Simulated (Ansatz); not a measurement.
## Nuclear-site quantities of ZrS2 as the cell is scaled

```
Zr S
1.0
     3.63000    0.00000    0.00000
    -1.81500    3.14367    0.00000
     0.00000    0.00000    5.85000
Zr S
1 2
Direct
  0.00000 0.00000 0.00000
  0.33333 0.66667 0.24920
  0.66667 0.33333 0.75080
```

Atom numbers follow the list: Zr1, S2, S3.

The conventional cell has a = 3.630 Å, b = 3.630 Å, c = 5.850 Å, α = 90.00°, β = 90.00°, γ = 120.00°. Zr (atom 1) has 6 S at 2.55 Å as nearest neighbours. Around S (atom 2) lie 3 Zr at 2.55 Å.

The cell is COD entry 5910006, as deposited and not checked against the literature; nothing was relaxed.

Level of theory: DFT, PBEsol, all-electron PAW with datasets made for the crystal, scalar-relativistic in Ansatz 0.2.0.

Sampling and basis: a Γ-centred 10×10×5 k mesh, Fermi–Dirac smearing of 0.01 eV, cutoff 240 eV (chosen by the program for this cell), no spin polarisation.

The contact density is the mean electron density over the nuclear volume; its changes follow the s electrons' response to bonding and compression. Changes below are taken from the unscaled cell, where it is 489777 e/Å³ at Zr1, 19719.3 e/Å³ at S2.

Volumes at which the program chose other datasets or cutoffs are left out.

The datasets are made afresh for each cell, so very small changes are uncertain.

(1) Tabulate the changes with volume.

## Answers

(1) 
| V/V(cell) | P (GPa) | Δρ(0) Zr1 (e/Å³) | Δρ(0) S2 (e/Å³) | Vzz Zr1 (10²¹ V/m²) | Vzz S2 (10²¹ V/m²) |
| --- | --- | --- | --- | --- | --- |
| 0.9800 | 1.7 | 0.20 | -0.11 | -1.62 | 0.18 |
| 0.9900 | 0.6 | 0.10 | -0.06 | -1.55 | 0.15 |
| 1.0000 | -0.4 | 0.00 | 0.00 | -1.49 | 0.13 |
| 1.0100 | -1.3 | -0.10 | 0.06 | -1.43 | 0.11 |
| 1.0200 | -2.2 | -0.16 | 0.12 | -1.37 | 0.08 |
| 1.0400 | -3.9 | -0.39 | 0.24 | -1.25 | 0.04 |
| 1.0600 | -5.4 | -0.58 | 0.37 | -1.14 | 0.00 |
